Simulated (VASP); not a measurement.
# Mo (Im-3m) in VASP: further runs, part 3 of 3

VASP 6.6.1.

## (4) Relaxation of the atoms, PBEsol

File INCAR:

```
SYSTEM = Mo
  ALGO = Fast
  EDIFF = 1E-7
  EDIFFG = -0.01
  ENCUT = 600
  GGA = PS
  IBRION = 2
  ISIF = 2
  ISMEAR = 1
  LASPH = .True.
  LCHARG = .False.
  LREAL = .False.
  LWAVE = .False.
  NELM = 80
  NSW = 40
  PREC = Accurate
  SIGMA = 0.1
```

File KPOINTS:

```
k-points
0
Gamma
  16 16 16
  0 0 0
```

File POSCAR:

```
Mo                                      
1.0
   -1.5653291281      1.5653291281      1.5653291281
    1.5653291281     -1.5653291281      1.5653291281
    1.5653291281      1.5653291281     -1.5653291281
  Mo            
     1
Direct
     0.0000000000000000    0.0000000000000000    0.0000000000000000
```

Potentials or basis: VASP PAW PBE potentials, release 64 (Mo_sv).

Launch:

```bash
$ cat potpaw_PBE.64/Mo_sv/POTCAR > POTCAR
$ mpirun -np 1 vasp_std > vasp.out
```

OUTCAR:

```text
SYSTEM = Mo
   EDIFF = 1E-7
   EDIFFG = -0.01
   ENCUT = 600
   GGA = PS
   IBRION = 2
   ISIF = 2
   ISMEAR = 1
   LASPH = .True.
   LREAL = .False.
   NELM = 80
   NSW = 40
   PREC = Accurate

 ion  position               nearest neighbor table
   1  0.000  0.000  0.000-

  LATTYP: Found a body centered cubic cell.
 ALAT       =     3.1306582562

  Lattice vectors:

 A1 = (  -1.5653291281,   1.5653291281,   1.5653291281)
 A2 = (   1.5653291281,  -1.5653291281,   1.5653291281)
 A3 = (   1.5653291281,   1.5653291281,  -1.5653291281)

Analysis of symmetry for initial positions (statically):
=====================================================================
 Subroutine PRICEL returns:
 Original cell was already a primitive cell.

 Routine SETGRP: Setting up the symmetry group for a
 body centered cubic supercell.

 Subroutine GETGRP returns: Found 48 space group operations
 (whereof 48 operations were pure point group operations)
 out of a pool of 48 trial point group operations.

The static configuration has the point symmetry O_h .

Analysis of symmetry for dynamics (positions and initial velocities):
=====================================================================
 Subroutine PRICEL returns:
 Original cell was already a primitive cell.

 Routine SETGRP: Setting up the symmetry group for a
 body centered cubic supercell.

 Subroutine GETGRP returns: Found 48 space group operations
 (whereof 48 operations were pure point group operations)
 out of a pool of 48 trial point group operations.

The dynamic configuration has the point symmetry O_h .

 Subroutine INISYM returns: Found 48 space group operations
 (whereof 48 operations are pure point group operations),
 and found     1 'primitive' translations

----------------------------------------------------------------------------------------

                                     Primitive cell

  volume of cell :      15.3418

  direct lattice vectors                    reciprocal lattice vectors
    -1.565329128  1.565329128  1.565329128     0.000000000  0.319421642  0.319421642
     1.565329128 -1.565329128  1.565329128     0.319421642  0.000000000  0.319421642
     1.565329128  1.565329128 -1.565329128     0.319421642  0.319421642  0.000000000

  length of vectors
     2.711229580  2.711229580  2.711229580     0.451730418  0.451730418  0.451730418

  position of ions in fractional coordinates (direct lattice)
     0.000000000  0.000000000  0.000000000

  ion indices of the primitive-cell ions
   primitive index   ion index
                 1           1

----------------------------------------------------------------------------------------

 KPOINTS: k-points

Automatic generation of k-mesh.
 Grid dimensions read from file:
 generate k-points for:   16   16   16

 Generating k-lattice:

  Cartesian coordinates                     Fractional coordinates (reciprocal lattice)
     0.000000000  0.019963853  0.019963853     0.062500000  0.000000000  0.000000000
     0.019963853  0.000000000  0.019963853     0.000000000  0.062500000  0.000000000
     0.019963853  0.019963853  0.000000000     0.000000000  0.000000000  0.062500000

  Length of vectors
     0.028233151  0.028233151  0.028233151

  Shift w.r.t. Gamma in fractional coordinates (k-lattice)
     0.000000000  0.000000000  0.000000000

 Subroutine IBZKPT returns following result:
 ===========================================

 Found    145 irreducible k-points:

 Following reciprocal coordinates:
            Coordinates               Weight
  0.000000  0.000000  0.000000      1.000000
  0.062500  0.000000  0.000000     12.000000
  0.125000  0.000000  0.000000     12.000000
  0.187500  0.000000  0.000000     12.000000
  0.250000  0.000000  0.000000     12.000000
  0.312500  0.000000  0.000000     12.000000
[... 16 lines left out ...]
  0.187500  0.187500  0.000000     24.000000
  0.250000  0.187500  0.000000     48.000000
 [... further k-points ...]
   k-points           NKPTS =    145   k-points in BZ     NKDIM =    145   number of bands    NBANDS=     11
   number of dos      NEDOS =    301   number of ions     NIONS =      1
   total plane-waves  NPLWV =  13824
   dimension x,y,z NGX =    24 NGY =   24 NGZ =   24
   dimension x,y,z NGXF=    48 NGYF=   48 NGZF=   48
   ions per type =               1
   NGX,Y,Z   is equivalent  to a cutoff of  14.72, 14.72, 14.72 a.u.
   NGXF,Y,Z  is equivalent  to a cutoff of  29.43, 29.43, 29.43 a.u.
 SYSTEM =  Mo
   PREC   = accura    normal or accurate (medium, high low for compatibility)
   ISTART =      0    job   : 0-new  1-cont  2-samecut
   ICHARG =      2    charge: 1-file 2-atom 10-const
   ISPIN  =      1    spin polarized calculation?
   LNONCOLLINEAR =      F non collinear calculations
   LSORBIT =      F    spin-orbit coupling
   LASPH  =      T    aspherical Exc in radial PAW
   ENCUT  =  600.0 eV  44.10 Ry    6.64 a.u.   5.41  5.41  5.41*2*pi/ulx,y,z
   NELM   =     80;   NELMIN=  2; NELMDL= -5     # of ELM steps
   EDIFF  = 0.1E-06   stopping-criterion for ELM
   LREAL  =      F    real-space projection
   EDIFFG = -.1E-01   stopping-criterion for IOM
   NSW    =     40    number of steps for IOM
   IBRION =      2    ionic relax: 0-MD 1-quasi-New 2-CG
   NFREE  =      1    steps in history (QN), initial steepest desc. (CG)
   ISIF   =      2    stress and relaxation
   ISYM   =      2    0-nonsym 1-usesym 2-fastsym
   POTIM  = 0.5000    time-step for ionic-motion
   TEBEG  =    0.0;   TEEND  =   0.0 temperature during run
   PSTRESS=    0.0 pullay stress
   NELECT =      14.0000    total number of electrons
   NUPDOWN=      -1.0000    fix difference up-down
   EMIN   =  10.00;   EMAX   =-10.00  energy-range for DOS
   EFERMI =   0.00;   METHOD = LEGACY
   ISMEAR =     1;   SIGMA  =   0.10  broadening in eV -4-tet -1-fermi 0-gaus
   EFERMI_NEDOS =   21; number of points for ismear=-14 and -15
   IALGO  =     68    algorithm
   IMIX   =      4    mixing-type and parameters
     AMIX     =   0.40;   BMIX     =  1.00
     AMIX_MAG =   1.60;   BMIX_MAG =  1.00
  volume/ion in A,a.u.               =      15.34       103.53
  Fermi-wavevector in a.u.,A,eV,Ry     =   1.587907  3.000710 34.306410  2.521450
  Thomas-Fermi vector in A             =   2.686993
   LORBIT       =      0    0 simple, 1 ext, 2 COOP (PROOUT), +10 PAW based schemes
   GGA     = PS    functional components
   LHFCALC =     F    Hartree Fock is set to
   AEXX    =    0.0000 exact exchange contribution
   IVDW    =     0    specifies the selected vdW correction
   LEPSILON=     F    determine dielectric tensor
   LRPA    =     F    only Hartree local field effects (RPA)
 conjugate gradient relaxation of ions
 non-spin polarized calculation
 RMM-DIIS sequential band-by-band and
 Methfessel and Paxton  Order N= 1 SIGMA  =   0.10
  energy-cutoff  :      600.00
  volume of cell :       15.34
 maximum number of plane-waves:       533
 NGX is ok and might be reduce to    24
   NGX = 11   NGY = 11   NGZ = 11

 number of electron      14.0000001 magnetization

 Free energy of the ion-electron system (eV)
  ---------------------------------------------------
  ext. energy  EPLUGINS =         0.00000000
  ---------------------------------------------------
  free energy    TOTEN  =       -11.78335453 eV

  energy without entropy =      -11.78388160  energy(sigma->0) =      -11.78353022

 E-fermi :  12.7788     XC(G=0): -13.6334

 val. band max:       12.7576432984   @ k =  -0.1875   0.1875   0.0625
 cond. band min:      12.7865001548   @ k =   0.3750   0.0000   0.0000
 fundamental gap:      0.0288568563
 Fermi energy:        12.7787625191

 k-point     1 :       0.0000    0.0000    0.0000
  band No.  band energies     occupation
      1     -48.4206      2.00000
      2     -21.6641      2.00000
      3     -21.6641      2.00000
      4     -21.6641      2.00000
      5       5.4217      2.00000
      6      11.3699      2.00000
      7      11.3699      2.00000
      8      11.3699      2.00000
      9      14.4528     -0.00000
     10      14.4528     -0.00000
     11      27.6031      0.00000
[... 309 lines left out ...]
 k-point    24 :       0.2500    0.1875    0.0000
  band No.  band energies     occupation
      1     -48.1666      2.00000
      2     -22.8385      2.00000
      3     -22.1503      2.00000
      4     -21.7941      2.00000
      5       8.4943      2.00000
      6       9.7687      2.00000
      7      10.9320      2.00000
      8      13.8766     -0.00000
      9      15.2516      0.00000
     10      17.5366      0.00000
     11      26.1580      0.00000

 [... further k-points ...]

------------------------ aborting loop because EDIFF is reached ----------------------------------------

  FORCE on cell =-STRESS in cart. coord.  units (eV):
  Direction    XX          YY          ZZ          XY          YZ          ZX
  --------------------------------------------------------------------------------------
  -------------------------------------------------------------------------------------
  Total        0.0001624      0.0001624      0.0001624      0.0000000      0.0000000      0.0000000
  in kB        0.0169631      0.0169631      0.0169631      0.0000000      0.0000000      0.0000000
  external PRESSURE =       0.0169631 kB  Pullay stress =       0.0000000 kB

 VOLUME and BASIS-vectors are now :
 -----------------------------------------------------------------------------
  energy-cutoff  :      600.00
  volume of cell :       15.34
      direct lattice vectors                 reciprocal lattice vectors
    -1.565329128  1.565329128  1.565329128     0.000000000  0.319421642  0.319421642
     1.565329128 -1.565329128  1.565329128     0.319421642  0.000000000  0.319421642
     1.565329128  1.565329128 -1.565329128     0.319421642  0.319421642  0.000000000

 POSITION                                       TOTAL-FORCE (eV/Angst)
 -----------------------------------------------------------------------------------
      0.00000      0.00000      0.00000         0.000000     -0.000000      0.000000
 -----------------------------------------------------------------------------------
    total drift:                                0.000000      0.000000     -0.000000

  FREE ENERGIE OF THE ION-ELECTRON SYSTEM (eV)
  ---------------------------------------------------
  free  energy   TOTEN  =       -11.7833545305 eV

  energy  without entropy=      -11.7838815965  energy(sigma->0) =      -11.78353022

 reached required accuracy - stopping structural energy minimisation
```

Wall time 9.9 s (1 thread of Intel Xeon 6975P-C (Granite Rapids), shared host); peak memory 0.16 GiB.

What came out:

```yaml
Free_energy: -11.7834 eV
Pressure_after_relaxing: 0.0 GPa
Band_gap_on_the_k_mesh: none (metal or under the smearing width)
```

Final structure:
```xyz
1
Lattice="-1.5653 1.5653 1.5653 1.5653 -1.5653 1.5653 1.5653 1.5653 -1.5653" Properties=species:S:1:pos:R:3 pbc="T T T"
Mo    0.0000    0.0000    0.0000
```

Levels at points of the mesh, in eV from the Fermi level:
| k point | band 4 | band 5 | band 6 | band 7 | band 8 | band 9 | band 10 | band 11 |
| --- | --- | --- | --- | --- | --- | --- | --- | --- |
| (0.00, 0.00, 0.00) | -34.44 | -7.36 | -1.41 | -1.41 | -1.41 | 1.67 | 1.67 | 14.82 |
| (0.50, 0.00, 0.00) | -34.46 | -5.48 | -3.51 | 1.67 | 1.72 | 2.37 | 4.91 | 11.96 |
| (0.50, 0.50, 0.50) | -35.47 | -5.62 | -5.62 | 4.11 | 4.11 | 4.11 | 9.16 | 9.16 |

Caveat: the relaxation stopped at its first step, so nothing moved; the PAW data sets were made with another functional, which shifts forces and pressure a little.

## (5) Overview

| cell | gap on the mesh (eV) | pressure (GPa) |
| --- | --- | --- |
| atoms relaxed from: a relaxed cell with its volume scaled by 0.96 | none | 12.5 |
| atoms relaxed from: a relaxed cell with its volume scaled by 0.98 | none | 6.0 |
| atoms relaxed | none | 0.0 |

Alike in all rows: task relaxation of the atoms; level PBEsol; potentials or basis VASP PAW PBE potentials, release 64 (Mo_sv); no spin polarisation; k mesh 16 × 16 × 16; cutoff (eV) 600; smearing methfessel-paxton 0.1 eV.

Caveats: the relaxation stopped at its first step, so nothing moved; the PAW data sets were made with another functional, which shifts forces and pressure a little.

Total energies depend on the potentials used, so only differences within one code and one set of settings carry meaning.
